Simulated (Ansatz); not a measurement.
How far is this RbCl7 from the hull?

All numbers below come from Ansatz 0.2.0, DFT PBE, scalar-relativistic, plane waves, PAW. All cells share a 420 eV cutoff and Γ-centred k meshes spaced at most about 0.3 Å⁻¹ (about 0.25 or finer for metals, 2π included). No spin polarisation.

Energies over the elements count from the elements' standard structures at the same level (Cl₂ as a molecule), with no fitted energy shifts.

These are static total energies at zero pressure. A magnetic state wasn't ruled out in cells without spin, among them RbCl7 Fm-3m.

The competitors are the elements and 1 reference phase of this chemical system (from databases or known types: RbCl), relaxed at the same level; other known phases may be missing.

The candidate was reached from: MgPt7 type (Fm-3m).

```yaml
crystal:
  lattice:
    - [0.00000, 4.61673, 4.61673]
    - [4.61673, 0.00000, 4.61673]
    - [4.61673, 4.61673, 0.00000]
  atoms:
    - { symbol: Rb, position: [0.00000, 0.00000, 0.00000] }
    - { symbol: Cl, position: [0.50000, 0.00000, 0.00000] }
    - { symbol: Cl, position: [0.00000, 0.50000, 0.50000] }
    - { symbol: Cl, position: [0.00000, 0.50000, 0.00000] }
    - { symbol: Cl, position: [0.50000, 0.00000, 0.50000] }
    - { symbol: Cl, position: [0.00000, 0.00000, 0.50000] }
    - { symbol: Cl, position: [0.50000, 0.50000, 0.00000] }
    - { symbol: Cl, position: [0.50000, 0.50000, 0.50000] }
```

Question: Where does it stand against these competitors?

Answer: Not stable. Its formation energy is 0.159 eV/atom. The lowest competing mixture at this composition is this:

```json
{"phase": "Cl₂ gas", "space group": "-", "source": "element", "share of atoms": "0.7500", "ΔE_f (eV/atom)": "0.000"}
{"phase": "RbCl", "space group": "Fm-3m (No. 225)", "source": "textbook type", "share of atoms": "0.2500", "ΔE_f (eV/atom)": "-1.986"}
```

The mixture lies at -0.496 eV/atom, and the candidate lies 0.66 eV/atom above it. The candidate matches no cell in the subsets of the Crystallography Open Database and the Materials Project at hand. Such a cell could exist only far from equilibrium.
